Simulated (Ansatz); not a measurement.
Set up this calculation in Ansatz 0.2.0, as the native input.

| Quantity | Value |
| --- | --- |
| Task | elastic constants |
| Functional | PBE |
| Potentials or basis | all-electron LAPW, scalar-relativistic |
| Cutoff | 231 eV (chosen from the basis error) |
| Basis error allowed | 0.001 eV/atom |
| k mesh | 8 × 8 × 8 |
| Occupations | fermi-dirac, width 0.05 eV |
| Spin | no spin polarisation |

Nb:

```
Nb
1.0
    -1.66395    1.66395    1.66395
     1.66395   -1.66395    1.66395
     1.66395    1.66395   -1.66395
Nb
1
Direct
  0.00000 0.00000 0.00000
```

One way to write it, as run:

input.yaml

```yaml
crystal:
  lattice:
    - [-1.66395, 1.66395, 1.66395]
    - [1.66395, -1.66395, 1.66395]
    - [1.66395, 1.66395, -1.66395]
  atoms:
    - { symbol: Nb, position: [0.0, 0.0, 0.0] }
kpoints:
  mp_grid: { grid: [8, 8, 8] }
scf:
  occupations: { method: fermi_dirac, width: 0.05 }
hamiltonian:
  xc: pbe
  pseudopotentials: { kind: all_electron, lapw: { basis_error: 0.001 } }
output:
  forces: true
  stress: true
elastic:
  mode: relaxed_ion
  stencil: two_point
```

Potentials or basis: all-electron LAPW, scalar-relativistic.

Run with:

```console
$ ansatz run input.yaml --threads 1 --pin off --max-ram 3072MiB --backend cpu --events-out ev --progress --plain --runs-dir out
```

Results of the run:

```
Pressure                        : -2.3 GPa
Band gap on the k mesh          : none (metal or under the smearing width)
Elastic constants C11, C12, C44 : 257, 123, 46 GPa
Voigt bulk modulus              : 167 GPa
```

Caveat: the k mesh is thin for a metal, which can move the energy by tens of meV per atom; a metal's response needs a denser mesh; elastic constants of metals need much finer meshes, so these are rough.

It took 43 s on 1 thread of Arm Neoverse N1 (shared host), peak memory 0.3 GiB.
